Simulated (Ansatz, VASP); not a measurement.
## Cs2AgBiBr6 in VASP and in Ansatz

```xyz
10
Lattice="0.0000 5.5937 5.5937 5.5937 0.0000 5.5937 5.5937 5.5937 0.0000" Properties=species:S:1:pos:R:3 pbc="T T T"
Cs    2.7968    2.7968    2.7968
Cs    8.3905    8.3905    8.3905
Ag    5.5937    5.5937    5.5937
Bi    0.0000    0.0000    0.0000
Br    5.5937    2.8406    5.5937
Br    8.3467    5.5937    5.5937
Br    5.5937    8.3467    5.5937
Br    2.8406    5.5937    5.5937
Br    5.5937    5.5937    2.8406
Br    5.5937    5.5937    8.3467
```

Alike in both runs: functional PBEsol; k mesh 4 × 4 × 4; occupations gaussian, width 0.02 eV; no spin polarisation.

Ansatz relaxed the structure, and its values are those at the end. VASP's run is a single point on that final structure, the one shown.

```csv
,VASP,Ansatz
version,VASP 6.6.1,Ansatz 0.2.0
potentials or method,"VASP PAW PBE potentials, release 64 (Cs_sv, Ag, Bi_d, Br)","scalar-relativistic, plane waves, PAW"
plane-wave cutoff (eV),520,420
valence electrons in the cell,86,94
```

```tsv
	VASP	Ansatz	Ansatz less VASP
gap on the k mesh at the Fermi level (eV)	1.10	1.09	-0.003
least direct gap on the mesh (eV)	2.33	2.33	-0.003
pressure (GPa)	0.0	0.0	-0.01
```

The two sets of potentials don't hold the same shells in valence.

Caveats: the PAW data sets were made with another functional, which shifts forces and pressure a little (VASP); spin-orbit coupling is left out, which as a rule narrows the gap of such compounds by several tenths of an eV. PBEsol gaps usually lie below the measured ones, often by a third to a half. A k mesh can miss the band edges.
